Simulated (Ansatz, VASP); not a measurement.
**KCl: VASP beside Ansatz**

The input INCAR:

```
  ALGO = Normal
  EDIFF = 1E-7
  ENCUT = 520
  GGA = PS
  ISIF = 2
  ISMEAR = 0
  LASPH = True
  LCHARG = False
  LREAL = False
  LWAVE = False
  NBANDS = 15
  NELM = 100
  PREC = Accurate
  SIGMA = 0.05
```

Contents of KPOINTS:

```
k-points
0
Gamma
  6 6 6
```

Contents of POSCAR:

```
KCl
1.0
    0.0000000000      2.9036120000      3.1561000000
    2.9036120000      0.0000000000      3.1561000000
    2.9036120000      2.9036120000      0.0000000000
K Cl
1 1
Direct
    0.0000000000      0.0000000000      0.0000000000
    0.5000000000      0.5000000000      0.5000000000
```

Input for Ansatz:

```yaml
crystal:
  lattice:
    - [0.0, 2.903612, 3.1561]
    - [2.903612, 0.0, 3.1561]
    - [2.903612, 2.903612, 0.0]
  atoms:
    - { symbol: K, position: [0.0, 0.0, 0.0] }
    - { symbol: Cl, position: [0.5, 0.5, 0.5] }
basis:
  ecutwfc: 420
kpoints:
  mp_grid: { grid: [6, 6, 6] }
hamiltonian:
  xc: pbesol
scf:
  occupations: { method: gaussian, width: 0.05 }
output:
  forces: true
  stress: true
  eigenvalues: true
```

Change from the starting cell: strain -0.080 along x and y, +0.000 along z, atoms carried along.

Alike in both runs: task single point; functional PBEsol; k mesh 6 × 6 × 6; occupations gaussian, width 0.05 eV; no spin polarisation.

|  | VASP | Ansatz |
| --- | --- | --- |
| version | VASP 6.6.1 | Ansatz 0.2.0 |
| potentials or method | VASP PAW PBE potentials, release 64 (K_sv, Cl) | scalar-relativistic, plane waves, PAW |
| plane-wave cutoff (eV) | 520 | 420 |
| valence electrons in the cell | 16 | 16 |

Ansatz gave:

* gap on the k mesh at the Fermi level (eV): 5.47
* least direct gap on the mesh (eV): 5.47
* pressure (GPa): 4.0
* largest component of the traceless stress (GPa): 3.60

Problem. Which values does VASP return?

Solution. gap on the k mesh at the Fermi level (eV): 5.47; least direct gap on the mesh (eV): 5.47; pressure (GPa): 4.2; largest component of the traceless stress (GPa): 3.68.

Caveats: the PAW data sets were made with another functional, which shifts forces and pressure a little (VASP).
